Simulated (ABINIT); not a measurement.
Input of an ABINIT 10.8.3 (patched build) run:

run.abi

```
# Pseudopotentials
pp_dirpath "./"
pseudos "Sb.GGA_PBE-JTH.xml"

# Structure
acell 4.18479 4.1847973069 6.73414 Angstrom
rprim
     1.0000000000     0.0000000000     0.0000000000
    -0.5000003218     0.8660252180     0.0000000000
     0.0000000000     0.0000000000     1.0000000000
ntypat 1
znucl 51
natom 3
typat 1 1 1
xred
     0.6571920000     0.3147550000     0.7078620000
     0.6694070000     0.3274600000     0.2874390000
    -0.0039020000    -0.0045900000    -0.0000710000
chkprim 0
chksymtnons 0
tolsym 1.0e-6

# Plane-wave basis
ecut 16.0
pawecutdg 32.0
pawxcdev 0

# k points
kptopt 1
ngkpt 7 7 4
nshiftk 1
shiftk 0.0 0.0 0.0

# Exchange and correlation
ixc 11

# Bands and occupations
nband 27
occopt 3
tsmear 0.05 eV

# SCF cycle
nstep 100
tolvrs 1.0e-9

# Output
iomode 3
prtwf 0
prteig 0
prtebands 0
prtvol 2
prtden 1
prtvha 1
prtvclmb 1
prtpot 1
```

Potentials or basis: JTH PAW PBE v2.0.

Run with:

```bash
$ abinit run.abi > log 2>&1
```

Task: Predict the band gap on the k mesh.

Result: None (metal or under the smearing width).

Task: Predict the largest force.

Result: 0.289 eV/Å.

Stress tensor (GPa, compression positive):
```
 0.26 -0.10 -0.12
-0.10 -0.02 -0.18
-0.12 -0.18 -0.63
```

Spin-orbit coupling is left out, which matters for the levels of Sb.
